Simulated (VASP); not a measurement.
# Ba in VASP: further runs

One slab, Ba, is run at these levels: PBE, PBE+D3; tasks: relaxation of the atoms.

Everything below comes from runs of VASP 6.6.1. Logs are shortened: lines on timing, memory, paths and dates and some standing lists are left out, and cuts for length are marked.

## Step 1: The cell of the first run

The cell holds a slab with vacuum, 3 atoms: a = 4.572 Å, b = 4.572 Å, c = 22.466 Å, α = 90.00°, β = 90.00°, γ = 120.00°.

The slab is cut from a database's or a generator's crystal, which needn't be the stable form of the element.

## Step 2: Relaxation of the atoms, PBE (the (1 1 1) slab of Ba, cut from the database cell, not relaxed)

INCAR reads:

```
PREC = Accurate
ENCUT = 520
EDIFF = 1E-6
ISMEAR = 0
SIGMA = 0.05
LREAL = False
LASPH = True
NELM = 60
ALGO = Normal
ISIF = 2
LWAVE = False
LCHARG = False
LDIPOL = True
IDIPOL = 3
DIPOL = 0.5 0.5 0.500
GGA = PE
IBRION = 2
NSW = 40
EDIFFG = -0.005
```

KPOINTS reads:

```
regular mesh
0
Gamma
  7 7 1
```

POSCAR reads:

```
Ba
1.0
    4.5716786896      0.0000000000      0.0000000000
   -2.2858393448      3.9591898831      0.0000000000
    0.0000000000      0.0000000000     22.4655200383
Ba
3
Selective dynamics
Direct
    0.6666666667      0.3333333333      0.3338449316  F F F
    0.3333333333      0.6666666667      0.5000000000  T T T
    0.0000000000      0.0000000000      0.6661550684  T T T
```

Potentials or basis: VASP PAW PBE potentials, release 64 (Ba_sv).

Command:

```bash
$ cat potpaw_PBE.64/Ba_sv/POTCAR > POTCAR
$ mpirun -np 1 vasp_std > vasp.out
```

OUTCAR:

```text
PREC = Accurate
   ENCUT = 520
   EDIFF = 1E-6
   ISMEAR = 0
   LREAL = False
   LASPH = True
   NELM = 60
   ISIF = 2
   GGA = PE
   IBRION = 2
   NSW = 40
   EDIFFG = -0.005

 ion  position               nearest neighbor table
   1  0.667  0.333  0.334-   2 4.57   2 4.57   2 4.57
   2  0.333  0.667  0.500-   1 4.57   3 4.57   1 4.57   3 4.57   3 4.57   1 4.57
   3  0.000  0.000  0.666-   2 4.57   2 4.57   2 4.57

  LATTYP: Found a hexagonal cell.
 ALAT       =     4.5716786896
 C/A-ratio  =     4.9140636435

  Lattice vectors:

 A1 = (   4.5716786896,   0.0000000000,   0.0000000000)
 A2 = (  -2.2858393448,   3.9591898831,   0.0000000000)
 A3 = (   0.0000000000,   0.0000000000,  22.4655200383)

Analysis of symmetry for initial positions (statically):
=====================================================================
 Subroutine PRICEL returns:
 Original cell was already a primitive cell.

 Routine SETGRP: Setting up the symmetry group for a
 hexagonal supercell.

 Subroutine GETGRP returns: Found 12 space group operations
 (whereof  6 operations were pure point group operations)
 out of a pool of 24 trial point group operations.

The static configuration has the point symmetry C_3v.
 The point group associated with its full space group is D_3d.

Analysis of symmetry for dynamics (positions and initial velocities):
=====================================================================
 Subroutine PRICEL returns:
 Original cell was already a primitive cell.

 Routine SETGRP: Setting up the symmetry group for a
 hexagonal supercell.

 Subroutine GETGRP returns: Found 12 space group operations
 (whereof  6 operations were pure point group operations)
 out of a pool of 24 trial point group operations.

The dynamic configuration has the point symmetry C_3v.
 The point group associated with its full space group is D_3d.

Analysis of constrained symmetry for selective dynamics:
=====================================================================
 Subroutine PRICEL returns:
 Original cell was already a primitive cell.

 Routine SETGRP: Setting up the symmetry group for a
 hexagonal supercell.

 Subroutine GETGRP returns: Found  6 space group operations
 (whereof  6 operations were pure point group operations)
 out of a pool of 24 trial point group operations.

The constrained configuration has the point symmetry C_3v.

 Subroutine INISYM returns: Found  6 space group operations
 (whereof  6 operations are pure point group operations),
 and found     1 'primitive' translations

----------------------------------------------------------------------------------------

                                     Primitive cell

  volume of cell :     406.6291

  direct lattice vectors                    reciprocal lattice vectors
     4.571678690  0.000000000  0.000000000     0.218738032  0.126288462  0.000000000
    -2.285839345  3.959189883  0.000000000     0.000000000  0.252576923  0.000000000
     0.000000000  0.000000000 22.465520038     0.000000000  0.000000000  0.044512658

  length of vectors
     4.571678690  4.571678690 22.465520038     0.252576923  0.252576923  0.044512658

  position of ions in fractional coordinates (direct lattice)
     0.666666667  0.333333333  0.333844932
     0.333333333  0.666666667  0.500000000
     0.000000000  0.000000000  0.666155068

  ion indices of the primitive-cell ions
   primitive index   ion index
                 1           1
                 2           2
                 3           3

----------------------------------------------------------------------------------------

 KPOINTS: regular mesh

Automatic generation of k-mesh.
 Grid dimensions read from file:
 generate k-points for:    7    7    1
[... 22 lines left out ...]
  0.142857  0.000000  0.000000      6.000000
  0.285714  0.000000  0.000000      6.000000
  0.428571 -0.000000  0.000000      6.000000
  0.142857  0.142857  0.000000      6.000000
  0.285714  0.142857  0.000000     12.000000
  0.428571  0.142857  0.000000      6.000000
  0.285714  0.285714  0.000000      6.000000
   k-points           NKPTS =      8   k-points in BZ     NKDIM =      8   number of bands    NBANDS=     19
   number of dos      NEDOS =    301   number of ions     NIONS =      3
   total plane-waves  NPLWV = 217728
   dimension x,y,z NGX =    36 NGY =   36 NGZ =  168
   dimension x,y,z NGXF=    72 NGYF=   72 NGZF=  336
   ions per type =               3
   NGX,Y,Z   is equivalent  to a cutoff of  13.09, 13.09, 12.43 a.u.
   NGXF,Y,Z  is equivalent  to a cutoff of  26.18, 26.18, 24.86 a.u.
 SYSTEM =  unknown system
   PREC   = accura    normal or accurate (medium, high low for compatibility)
   ISTART =      0    job   : 0-new  1-cont  2-samecut
   ICHARG =      2    charge: 1-file 2-atom 10-const
   ISPIN  =      1    spin polarized calculation?
   LNONCOLLINEAR =      F non collinear calculations
   LSORBIT =      F    spin-orbit coupling
   LASPH  =      T    aspherical Exc in radial PAW
   ENCUT  =  520.0 eV  38.22 Ry    6.18 a.u.   8.50  8.50 41.77*2*pi/ulx,y,z
   NELM   =     60;   NELMIN=  2; NELMDL= -5     # of ELM steps
   EDIFF  = 0.1E-05   stopping-criterion for ELM
   LREAL  =      F    real-space projection
   EDIFFG = -.5E-02   stopping-criterion for IOM
   NSW    =     40    number of steps for IOM
   IBRION =      2    ionic relax: 0-MD 1-quasi-New 2-CG
   NFREE  =      1    steps in history (QN), initial steepest desc. (CG)
   ISIF   =      2    stress and relaxation
   ISYM   =      2    0-nonsym 1-usesym 2-fastsym
   POTIM  = 0.5000    time-step for ionic-motion
   TEBEG  =    0.0;   TEEND  =   0.0 temperature during run
   PSTRESS=    0.0 pullay stress
   NELECT =      30.0000    total number of electrons
   NUPDOWN=      -1.0000    fix difference up-down
   EMIN   =  10.00;   EMAX   =-10.00  energy-range for DOS
   EFERMI =   0.00;   METHOD = LEGACY
   ISMEAR =     0;   SIGMA  =   0.05  broadening in eV -4-tet -1-fermi 0-gaus
   EFERMI_NEDOS =   21; number of points for ismear=-14 and -15
   IALGO  =     38    algorithm
   IMIX   =      4    mixing-type and parameters
     AMIX     =   0.40;   BMIX     =  1.00
     AMIX_MAG =   1.60;   BMIX_MAG =  1.00
  volume/ion in A,a.u.               =     135.54       914.69
  Fermi-wavevector in a.u.,A,eV,Ry     =   0.686619  1.297522  6.414405  0.471445
  Thomas-Fermi vector in A             =   1.766899
   LORBIT       =      0    0 simple, 1 ext, 2 COOP (PROOUT), +10 PAW based schemes
   GGA     = PE    functional components
   LHFCALC =     F    Hartree Fock is set to
   AEXX    =    0.0000 exact exchange contribution
   IVDW    =     0    specifies the selected vdW correction
   LEPSILON=     F    determine dielectric tensor
   LRPA    =     F    only Hartree local field effects (RPA)
 conjugate gradient relaxation of ions
 non-spin polarized calculation
 Gauss-broadening in eV      SIGMA  =   0.05
  energy-cutoff  :      520.00
  volume of cell :      406.63
 maximum number of plane-waves:     11021
 NGX is ok and might be reduce to    36
   NGX = 17   NGY = 17   NGZ = 83

--------------------------------------- Ionic step        1  -------------------------------------------

 number of electron      29.9999997 magnetization

 Free energy of the ion-electron system (eV)
  ---------------------------------------------------
  ext. energy  EPLUGINS =         0.00000000
  ---------------------------------------------------
  free energy    TOTEN  =        -5.01447065 eV

  energy without entropy =       -5.01181655  energy(sigma->0) =       -5.01314360

------------------------ aborting loop because EDIFF is reached ----------------------------------------

  FORCE on cell =-STRESS in cart. coord.  units (eV):
  Direction    XX          YY          ZZ          XY          YZ          ZX
  --------------------------------------------------------------------------------------
  -------------------------------------------------------------------------------------
  Total       -0.5706605     -0.5706605     -0.6800019      0.0000000     -0.0000000      0.0000000
  in kB       -2.2484844     -2.2484844     -2.6793053      0.0000000     -0.0000000      0.0000000
  external PRESSURE =      -2.3920914 kB  Pullay stress =       0.0000000 kB
[... 92 lines left out ...]
  FREE ENERGIE OF THE ION-ELECTRON SYSTEM (eV)
  ---------------------------------------------------
  free  energy   TOTEN  =        -5.0159622476 eV

  energy  without entropy=       -5.0132787926  energy(sigma->0) =       -5.01462052

[... ionic steps 4 to 10 ...]

--------------------------------------- Ionic step       11  -------------------------------------------

 number of electron      29.9999997 magnetization

------------------------ aborting loop because EDIFF is reached ----------------------------------------
[... 63 lines left out ...]
  FREE ENERGIE OF THE ION-ELECTRON SYSTEM (eV)
  ---------------------------------------------------
  free  energy   TOTEN  =        -5.0268641480 eV

  energy  without entropy=       -5.0237691273  energy(sigma->0) =       -5.02531664

 dipolmoment           0.000000      0.000000      0.000011 electrons x Angstroem

--------------------------------------- Ionic step       13  -------------------------------------------

 number of electron      29.9999997 magnetization

 dipolmoment           0.000000      0.000000     -0.000021 electrons x Angstroem

 Free energy of the ion-electron system (eV)
  ---------------------------------------------------
  ext. energy  EPLUGINS =         0.00000000
  ---------------------------------------------------
  free energy    TOTEN  =        -5.02688004 eV

  energy without entropy =       -5.02377667  energy(sigma->0) =       -5.02532835

 E-fermi :  -0.3407     XC(G=0):  -4.1986

 val. band max:       -0.3853998838   @ k =   0.4286  -0.0000   0.0000
 cond. band min:      -0.2959114079   @ k =   0.4286   0.1429   0.0000
 fundamental gap:      0.0894884759
 Fermi energy:        -0.3406557589

 k-point     1 :       0.0000    0.0000    0.0000
  band No.  band energies     occupation
      1     -29.6796      2.00000
      2     -29.6790      2.00000
      3     -29.2709      2.00000
      4     -14.9789      2.00000
      5     -14.9354      2.00000
      6     -14.6613      2.00000
[... 165 lines left out ...]
     18       0.1975      0.00000
     19       0.2534      0.00000

------------------------ aborting loop because EDIFF is reached ----------------------------------------

 vacuum level on the upper side and lower side of the slab       (xc-potential included)        -0.271        -0.288

  FORCE on cell =-STRESS in cart. coord.  units (eV):
  Direction    XX          YY          ZZ          XY          YZ          ZX
  --------------------------------------------------------------------------------------
  -------------------------------------------------------------------------------------
  Total       -0.5190433     -0.5190433     -0.0066891      0.0000000      0.0000000      0.0000000
  in kB       -2.0451051     -2.0451051     -0.0263561      0.0000000      0.0000000      0.0000000
  external PRESSURE =      -1.3721887 kB  Pullay stress =       0.0000000 kB
[... 18 lines left out ...]
  FREE ENERGIE OF THE ION-ELECTRON SYSTEM (eV)
  ---------------------------------------------------
  free  energy   TOTEN  =        -5.0268800394 eV

  energy  without entropy=       -5.0237766674  energy(sigma->0) =       -5.02532835

 reached required accuracy - stopping structural energy minimisation

 vacuum level on the upper side and lower side of the slab         1.777         1.761
```

Run time: 9.7 min. Hardware: 1 thread of Intel Xeon Platinum 8488C (Sapphire Rapids), shared host; peak memory 0.52 GiB.

Results:

```yaml
Free_energy: -5.0269 eV
Energy_gained_by_relaxing: 4.1 meV/atom
Ionic_steps: 13
Band_gap_on_the_k_mesh: none (metal or under the smearing width)
```

The path:
```csv
step,energy change (eV),largest force (eV/Å),pressure (GPa)
1,0.0000,0.0906,-0.24
2,-0.0004,0.0909,-0.24
3,-0.0015,0.0904,-0.23
4,-0.0034,0.0894,-0.22
5,-0.0058,0.0881,-0.20
6,-0.0048,0.1352,-0.16
7,-0.0064,0.0867,-0.19
8,-0.0078,0.0771,-0.18
9,-0.0109,0.0448,-0.16
10,-0.0119,0.0333,-0.12
11,-0.0124,0.0051,-0.14
12,-0.0124,0.0054,-0.14
13,-0.0124,0.0019,-0.14
```

Final structure:
```
Ba
1.0
     4.57168    0.00000    0.00000
    -2.28584    3.95919    0.00000
     0.00000    0.00000   22.46552
Ba
3
Direct
  0.66667 0.33333 0.33384
  0.33333 0.66667 0.49401
  0.00000 0.00000 0.65430
```

## Step 3: Relaxation of the atoms, PBE+D3 (the (1 1 1) slab of Ba, cut from the database cell, not relaxed)

INCAR reads:

```
SYSTEM = Ba
ALGO = Normal
DIPOL = 0.5 0.5 0.500
EDIFF = 1E-7
EDIFFG = -0.01
ENCUT = 520
GGA = PE
IBRION = 2
IDIPOL = 3
ISIF = 2
ISMEAR = 0
IVDW = 11
LASPH = .TRUE.
LCHARG = .FALSE.
LDIPOL = .TRUE.
LREAL = .FALSE.
LWAVE = .FALSE.
NELM = 80
NSW = 40
PREC = Accurate
SIGMA = 0.05
```

KPOINTS reads:

```
k-points
0
G
  7 7 1
  0 0 0
```

POSCAR is that of step 2.

Potentials or basis: VASP PAW PBE potentials, release 64 (Ba_sv).

Command:

```bash
$ cat potpaw_PBE.64/Ba_sv/POTCAR > POTCAR
$ mpirun -np 1 vasp_std > vasp.out
```

It took 9.9 min on 1 thread of Intel Xeon Platinum 8488C (Sapphire Rapids), shared host; peak memory 0.54 GiB.

The run converged. Its results:

```
Free energy                : -5.2500 eV
Energy gained by relaxing  : 5.8 meV/atom
Ionic steps                : 11
Band gap on the k mesh     : none (metal or under the smearing width)
Dispersion energy per atom : -0.074 eV
```

The path:
```
step  energy change (eV)  largest force (eV/Å)  pressure (GPa)
   1              0.0000                0.1061           -0.31
   2             -0.0005                0.1061           -0.31
   3             -0.0020                0.1056           -0.31
   4             -0.0046                0.1049           -0.30
   5             -0.0080                0.1038           -0.27
   6             -0.0068                0.1600           -0.22
   7             -0.0089                0.1032           -0.26
   8             -0.0108                0.0919           -0.25
   9             -0.0152                0.0559           -0.23
  10             -0.0170                0.0336           -0.19
  11             -0.0175                0.0059           -0.20
```

Final structure:
```
Ba
1.0
     4.57168    0.00000    0.00000
    -2.28584    3.95919    0.00000
     0.00000    0.00000   22.46552
Ba
3
Direct
  0.66667 0.33333 0.33384
  0.33333 0.66667 0.49297
  0.00000 0.00000 0.65236
```

Levels at points of the mesh, in eV from the Fermi level:
```tsv
k point	band 11	band 12	band 13	band 14	band 15	band 16	band 17	band 18	band 19
(0.00, 0.00, 0.00)	-13.95	-13.95	-2.60	-1.98	-1.25	0.37	0.46	0.95	1.49
```

The run has no spin-orbit coupling, so splittings on Ba are missing.
